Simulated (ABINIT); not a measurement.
# GaAs (F-43m) in ABINIT: a series of runs

One crystal, GaAs, is run at these levels: LDA, HCTH407, LDA-VWN, PBE+D3(BJ), PBE+D3; tasks: equation of state, band structure.

Everything below comes from runs of ABINIT 10.8.3 (patched build). Logs are shortened: lines on timing, memory, paths and dates and some standing lists are left out, and cuts for length are marked. The log counts tension as positive stress, the text compression.

**The experiment to reproduce.**

From “Evidence of valence band perturbations in GaAsN/GaAs(001): A combined variable-angle spectroscopic ellipsometry and modulated photoreflectance investigation”, 2008, arxiv:0805.2212, for a bulk crystal of GaAs at 300 K: band gap 1.412 ± 0.01 eV (direct).

The runs below are set against these values where they give the same quantity.

## (1) The structure

The structure is cubic, space group F-43m (No. 216). The conventional cell has a = 5.654 Å, b = 5.654 Å, c = 5.654 Å, α = 90.00°, β = 90.00°, γ = 90.00°. As (site symmetry -43m) has 4 Ga at 2.45 Å as nearest neighbours. Around Ga (site symmetry -43m) lie 4 As at 2.45 Å.

## (2) Equation of state, LDA

The input, run.abi:

```
# Datasets: one volume each
ndtset 7
getwfk -1
scalecart1 3*0.9795861087
scalecart2 3*0.9864848297
scalecart3 3*0.9932883884
scalecart4 3*1.0000000000
scalecart5 3*1.0066227096
scalecart6 3*1.0131594038
scalecart7 3*1.0196128224

# Pseudopotentials
pp_dirpath "./"
pseudos "As.hgh, Ga.hgh"

# Structure
acell 3.9977696088 3.9977696088 3.9977696088 Angstrom
rprim
     0.0000000000     0.7071067812     0.7071067812
     0.7071067812     0.0000000000     0.7071067812
     0.7071067812     0.7071067812     0.0000000000
ntypat 2
znucl 33 31
natom 2
typat 1 2
xred
     0.7500000000     0.7500000000     0.7500000000
     0.0000000000     0.0000000000     0.0000000000

# Plane-wave basis
ecut 18.0

# k points
kptopt 1
ngkpt 8 8 8
nshiftk 1
shiftk 0.0 0.0 0.0

# Exchange and correlation
ixc 7

# Bands and occupations
nband 8
occopt 3
tsmear 0.05 eV

# SCF cycle
nstep 100
tolvrs 1.0e-10

# Output
iomode 3
prtwf 1
prtden 0
prteig 0
prtebands 0
```

Potentials or basis: HGH LDA.

Launch:

```
$ abinit run.abi > log 2>&1
```

run.abo:

```text
.Version 10.8.3 of ABINIT
 DATASET    1 : space group F-4 3 m (#216); Bravais cF (face-center cubic)
================================================================================
 Values of the parameters that define the memory need for DATASET  1.
     intxc =       0    ionmov =       0      iscf =       7    lmnmax =       6
     lnmax =       6     mgfft =      30  mpssoang =       3    mqgrid =    3001
     natom =       2  nloc_mem =       1    nspden =       1   nspinor =       1
    nsppol =       1      nsym =      24    n1xccc =       0    ntypat =       2
    occopt =       3   xclevel =       1
       mpw =        1058          nfft =       27000          nkpt =          29
================================================================================
================================================================================
[... 61 lines left out ...]
 DATASET    7 : space group F-4 3 m (#216); Bravais cF (face-center cubic)
================================================================================
 Values of the parameters that define the memory need for DATASET  7.
     intxc =       0    ionmov =       0      iscf =       7    lmnmax =       6
     lnmax =       6     mgfft =      30  mpssoang =       3    mqgrid =    3001
     natom =       2  nloc_mem =       1    nspden =       1   nspinor =       1
    nsppol =       1      nsym =      24    n1xccc =       0    ntypat =       2
    occopt =       3   xclevel =       1
       mpw =        1203          nfft =       27000          nkpt =          29
================================================================================
================================================================================

--------------------------------------------------------------------------------
------------- Echo of variables that govern the present computation ------------
--------------------------------------------------------------------------------
 -outvars: echo values of preprocessed input variables --------
            acell      7.5546896751E+00  7.5546896751E+00  7.5546896751E+00 Bohr
              amu      7.49215900E+01  6.97230000E+01
             ecut      1.80000000E+01 Hartree
           getwfk          -1
              ixc           7
           jdtset        1    2    3    4    5    6    7
         kptrlatt        8    0    0      0    8    0      0    0    8
          kptrlen1     5.92037525E+01
          kptrlen2     5.96206941E+01
          kptrlen3     6.00318843E+01
          kptrlen4     6.04375174E+01
          kptrlen5     6.08377775E+01
          kptrlen6     6.12328391E+01
          kptrlen7     6.16228677E+01
            natom           2
            nband           8
           ndtset           7
            ngfft          30      30      30
             nkpt          29
            nstep         100
             nsym          24
           ntypat           2
           occopt           3
           prtden           0
        prtebands           0
           prteig           0
            rprim1     0.0000000000E+00  6.9267198023E-01  6.9267198023E-01
                       6.9267198023E-01  0.0000000000E+00  6.9267198023E-01
                       6.9267198023E-01  6.9267198023E-01  0.0000000000E+00
            rprim2     0.0000000000E+00  6.9755011263E-01  6.9755011263E-01
                       6.9755011263E-01  0.0000000000E+00  6.9755011263E-01
                       6.9755011263E-01  6.9755011263E-01  0.0000000000E+00
            rprim3     0.0000000000E+00  7.0236095512E-01  7.0236095512E-01
                       7.0236095512E-01  0.0000000000E+00  7.0236095512E-01
                       7.0236095512E-01  7.0236095512E-01  0.0000000000E+00
            rprim4     0.0000000000E+00  7.0710678120E-01  7.0710678120E-01
                       7.0710678120E-01  0.0000000000E+00  7.0710678120E-01
                       7.0710678120E-01  7.0710678120E-01  0.0000000000E+00
            rprim5     0.0000000000E+00  7.1178974407E-01  7.1178974407E-01
                       7.1178974407E-01  0.0000000000E+00  7.1178974407E-01
                       7.1178974407E-01  7.1178974407E-01  0.0000000000E+00
            rprim6     0.0000000000E+00  7.1641188486E-01  7.1641188486E-01
                       7.1641188486E-01  0.0000000000E+00  7.1641188486E-01
                       7.1641188486E-01  7.1641188486E-01  0.0000000000E+00
            rprim7     0.0000000000E+00  7.2097514092E-01  7.2097514092E-01
                       7.2097514092E-01  0.0000000000E+00  7.2097514092E-01
                       7.2097514092E-01  7.2097514092E-01  0.0000000000E+00
          spgroup         216
           tolvrs      1.00000000E-10
           tsmear      1.83746611E-03 Hartree
            typat      1  2
           xangst1     4.1537144872E+00  4.1537144872E+00  4.1537144872E+00
                       0.0000000000E+00  0.0000000000E+00  0.0000000000E+00
           xangst2     4.1829669613E+00  4.1829669613E+00  4.1829669613E+00
                       0.0000000000E+00  0.0000000000E+00  0.0000000000E+00
           xangst3     4.2118159212E+00  4.2118159212E+00  4.2118159212E+00
                       0.0000000000E+00  0.0000000000E+00  0.0000000000E+00
           xangst4     4.2402750001E+00  4.2402750001E+00  4.2402750001E+00
                       0.0000000000E+00  0.0000000000E+00  0.0000000000E+00
           xangst5     4.2683571100E+00  4.2683571100E+00  4.2683571100E+00
                       0.0000000000E+00  0.0000000000E+00  0.0000000000E+00
           xangst6     4.2960744910E+00  4.2960744910E+00  4.2960744910E+00
                       0.0000000000E+00  0.0000000000E+00  0.0000000000E+00
           xangst7     4.3234387606E+00  4.3234387606E+00  4.3234387606E+00
                       0.0000000000E+00  0.0000000000E+00  0.0000000000E+00
            xcart1     7.8493827859E+00  7.8493827859E+00  7.8493827859E+00
                       0.0000000000E+00  0.0000000000E+00  0.0000000000E+00
            xcart2     7.9046619507E+00  7.9046619507E+00  7.9046619507E+00
                       0.0000000000E+00  0.0000000000E+00  0.0000000000E+00
            xcart3     7.9591785838E+00  7.9591785838E+00  7.9591785838E+00
                       0.0000000000E+00  0.0000000000E+00  0.0000000000E+00
            xcart4     8.0129584487E+00  8.0129584487E+00  8.0129584487E+00
                       0.0000000000E+00  0.0000000000E+00  0.0000000000E+00
            xcart5     8.0660259455E+00  8.0660259455E+00  8.0660259455E+00
                       0.0000000000E+00  0.0000000000E+00  0.0000000000E+00
            xcart6     8.1184042046E+00  8.1184042046E+00  8.1184042046E+00
                       0.0000000000E+00  0.0000000000E+00  0.0000000000E+00
            xcart7     8.1701151797E+00  8.1701151797E+00  8.1701151797E+00
                       0.0000000000E+00  0.0000000000E+00  0.0000000000E+00
             xred      7.5000000000E-01  7.5000000000E-01  7.5000000000E-01
                       0.0000000000E+00  0.0000000000E+00  0.0000000000E+00
            znucl       33.00000   31.00000

================================================================================

 chkinp: Checking input parameters for consistency, jdtset=   1.

 chkinp: Checking input parameters for consistency, jdtset=   2.
[... 33 lines left out ...]
 getcut: wavevector=  0.0000  0.0000  0.0000  ngfft=  30  30  30
         ecut(hartree)=     18.000   => boxcut(ratio)=   2.12492

--- Pseudopotential description ------------------------------------------------
- pspini: atom type   1  psp file is ./As.hgh
    3    1    2    0      2001   0.00000      pspcod,pspxc,lmax,lloc,mmax,r2well

 pspatm : COMMENT -
  the projectors are not normalized,
  so that the KB energies are not consistent with
  definition in PRB44, 8503 (1991).
  However, this does not influence the results obtained hereafter.

- pspini: atom type   2  psp file is ./Ga.hgh
    3    1    2    0      2001   0.00000      pspcod,pspxc,lmax,lloc,mmax,r2well

 pspatm : COMMENT -
  the projectors are not normalized,
  so that the KB energies are not consistent with
  definition in PRB44, 8503 (1991).
  However, this does not influence the results obtained hereafter.

   1.15248698E+02                                ecore*ucvol(ha*bohr**3)
--------------------------------------------------------------------------------

================================================================================

--- !BeginCycle
iteration_state: {dtset: 1, }
solver: {iscf: 7, nstep: 100, nline: 4, wfoptalg: 0, }
tolerances: {tolvrs: 1.00E-10, }
...
[... 1002 lines left out ...]
-Cartesian components of stress tensor (GPa)         [Pressure= -7.4349E+00 GPa]
- sigma(1 1)=  7.43492632E+00  sigma(3 2)=  0.00000000E+00
- sigma(2 2)=  7.43492632E+00  sigma(3 1)=  0.00000000E+00
- sigma(3 3)=  7.43492632E+00  sigma(2 1)=  0.00000000E+00

== END DATASET(S) ==============================================================
================================================================================

 -outvars: echo values of variables after computation  --------
            acell      7.5546896751E+00  7.5546896751E+00  7.5546896751E+00 Bohr
           etotal1    -8.6648352423E+00
           etotal2    -8.6645837866E+00
           etotal3    -8.6640477446E+00
           etotal4    -8.6632501946E+00
           etotal5    -8.6622230740E+00
           etotal6    -8.6609975716E+00
           etotal7    -8.6595952857E+00
            fcart1    -0.0000000000E+00 -0.0000000000E+00 -0.0000000000E+00
                      -0.0000000000E+00 -0.0000000000E+00 -0.0000000000E+00
            fcart2    -0.0000000000E+00 -0.0000000000E+00 -0.0000000000E+00
                      -0.0000000000E+00 -0.0000000000E+00 -0.0000000000E+00
            fcart3    -0.0000000000E+00 -0.0000000000E+00 -0.0000000000E+00
                      -0.0000000000E+00 -0.0000000000E+00 -0.0000000000E+00
            fcart4    -0.0000000000E+00 -0.0000000000E+00 -0.0000000000E+00
                      -0.0000000000E+00 -0.0000000000E+00 -0.0000000000E+00
            fcart5    -0.0000000000E+00 -0.0000000000E+00 -0.0000000000E+00
                      -0.0000000000E+00 -0.0000000000E+00 -0.0000000000E+00
[... 38 lines left out ...]
                       0.0000000000E+00  0.0000000000E+00  0.0000000000E+00
           xangst1     4.1537144872E+00  4.1537144872E+00  4.1537144872E+00
                       0.0000000000E+00  0.0000000000E+00  0.0000000000E+00
           xangst2     4.1829669613E+00  4.1829669613E+00  4.1829669613E+00
                       0.0000000000E+00  0.0000000000E+00  0.0000000000E+00
           xangst3     4.2118159212E+00  4.2118159212E+00  4.2118159212E+00
                       0.0000000000E+00  0.0000000000E+00  0.0000000000E+00
           xangst4     4.2402750001E+00  4.2402750001E+00  4.2402750001E+00
                       0.0000000000E+00  0.0000000000E+00  0.0000000000E+00
           xangst5     4.2683571100E+00  4.2683571100E+00  4.2683571100E+00
                       0.0000000000E+00  0.0000000000E+00  0.0000000000E+00
           xangst6     4.2960744910E+00  4.2960744910E+00  4.2960744910E+00
                       0.0000000000E+00  0.0000000000E+00  0.0000000000E+00
           xangst7     4.3234387606E+00  4.3234387606E+00  4.3234387606E+00
                       0.0000000000E+00  0.0000000000E+00  0.0000000000E+00
             xred      7.5000000000E-01  7.5000000000E-01  7.5000000000E-01
                       0.0000000000E+00  0.0000000000E+00  0.0000000000E+00
 Calculation completed.
```

It took 29 s on 1 thread of Arm Neoverse V2, shared host; peak memory 0.11 GiB.

What came out:

```yaml
Equilibrium_volume: "21.11 Å³/atom (rough: see the caveat)"
Bulk_modulus: 77 GPa (rough)
```

Energy against volume, from the lowest point:
```
volume (Å³/atom)  energy (meV/atom)
          21.234               0.00
          21.686               3.42
          22.138              10.71
          22.590              21.57
          23.041              35.54
          23.493              52.21
          23.945              71.29
```

Caveat: pressures at fixed basis lie under the slope of the energies; the minimum lies outside the volumes run; HGH potentials are hard and often keep d shells in the core, so these values are rough.

## (3) Band structure, HCTH407

The input, run.abi:

```
# Datasets: ground state, then fixed potential
ndtset 2

# Pseudopotentials
pp_dirpath "./"
pseudos "As.GGA_PBE-JTH_sp.xml, Ga.GGA_PBE-JTH.xml"

# Structure
acell 3*1.0 Angstrom
rprim
     0.0000000000     2.8268500000     2.8268500000
     2.8268500000     0.0000000000     2.8268500000
     2.8268500000     2.8268500000     0.0000000000
ntypat 2
znucl 33 31
natom 2
typat 1 2
xred
     0.7500000000     0.7500000000     0.7500000000
     0.0000000000     0.0000000000     0.0000000000

# Plane-wave basis
ecut 17.0
pawecutdg 34.0

# Exchange and correlation
ixc 27

# Bands and occupations
occopt 3
tsmear 0.05 eV

# SCF cycle
nstep 100

# Output
iomode 3
prtwf 0
prteig 0
prtebands 0
enunit 2
prtden1 1

# Dataset 1
kptopt1 1
ngkpt1 8 8 8
nshiftk1 1
shiftk1 0.0 0.0 0.0
nband1 13
tolvrs1 1.0e-9

# Dataset 2: bands along G-X-W-K-G-L-U-W-L-K
iscf2 -2
getden2 1
nband2 17
nbdbuf2 2
tolwfr2 1.0e-12
kptopt2 -9
ndivsm2 6
prteig2 1
prtvol2 -3
kptbounds2
     0.0000000000     0.0000000000     0.0000000000
     0.5000000000     0.0000000000     0.5000000000
     0.5000000000     0.2500000000     0.7500000000
     0.3750000000     0.3750000000     0.7500000000
     0.0000000000     0.0000000000     0.0000000000
     0.5000000000     0.5000000000     0.5000000000
     0.6250000000     0.2500000000     0.6250000000
     0.5000000000     0.2500000000     0.7500000000
     0.5000000000     0.5000000000     0.5000000000
     0.3750000000     0.3750000000     0.7500000000
```

Potentials or basis: JTH PAW PBE v2.0 sp.

Launch:

```
$ abinit run.abi > log 2>&1
```

Run time: 38 s. Hardware: 1 thread of Arm Neoverse V2, shared host; peak memory 0.12 GiB.

The run converged. Its results:

```yaml
Free_energy: -2346.8623 eV
Pressure: 4.4 GPa
Band_gap_on_the_k_mesh: 0.70 eV, direct
Band_gap_along_the_path: 0.70 eV, direct
Valence_electrons_inside_the_program's_atomic_spheres: As 2.82; Ga 11.10
```

Levels at the corners of the path, in eV from the valence-band top:
```csv
point,band 7,band 8,band 9,band 10,band 11,band 12
Γ,0.00,0.00,0.00,0.70,3.96,3.96
X,-6.67,-2.56,-2.56,1.94,2.02,10.35
W,-6.50,-3.34,-3.14,4.75,5.13,5.71
K,-6.49,-3.64,-2.16,2.35,4.93,8.28
Γ,0.00,0.00,0.00,0.70,3.96,3.96
L,-6.44,-1.10,-1.10,1.27,4.92,4.92
U,-6.49,-3.64,-2.16,2.35,4.93,8.28
W,-6.50,-3.34,-3.14,4.75,5.13,5.71
L,-6.44,-1.10,-1.10,1.27,4.92,4.92
K,-6.49,-3.64,-2.16,2.35,4.93,8.28
```

Caveat: the PAW data sets were made with another functional, which shifts forces and pressure a little; this set keeps more shells in the core, which shifts pressures and gaps.

(Part 1 of 2 ends here.)
